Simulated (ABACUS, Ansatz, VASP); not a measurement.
**SiNi3: programs and potentials compared**

```
Ni Si
1.0
     3.54200    0.00000    0.00000
     0.00000    3.54200    0.00000
     0.00000    0.00000    3.54200
Ni Si
3 1
Direct
  0.50000 0.50000 0.00000
  0.50000 0.00000 0.50000
  0.00000 0.50000 0.50000
  0.00000 0.00000 0.00000
```

Alike in all runs: task single point; functional PBE; k mesh 8 × 8 × 8; occupations fermi-dirac, width 0.05 eV; collinear spin, ferromagnetic start; no spin-orbit coupling. Pressure is positive in compression and, in plane waves, holds the error of the finite cutoff.

```tsv
program and potentials	plane-wave cutoff (eV)	notes	band gap (eV)	pressure (GPa)	net moment per atom (μB)
VASP, PBE PAW files Ni, Si, 520 eV	520	8.5 valence electrons an atom on average	no gap	-5.94	0.00
ABACUS, PseudoDojo NC SR 0.4.1 PBE standard, plane waves	1333	14.5 valence electrons an atom on average	no gap	-5.89	0.00
Ansatz, all-electron LAPW, scalar-relativistic	-	-	no gap	-6.03	0.00
```

None finds a gap. The pressure spans -6.03 (Ansatz, all-electron LAPW, scalar-relativistic) to -5.89 GPa (ABACUS, PseudoDojo NC SR 0.4.1 PBE standard, plane waves), with all-electron results at -6.03. All agree on the net moment per atom. The state is the one that the start led to, which needn't be the lowest.

Differences between rows come from potentials, basis sets and numerical settings, since the functional is the same but for its coding. Runs on potential files found faulty are left out.
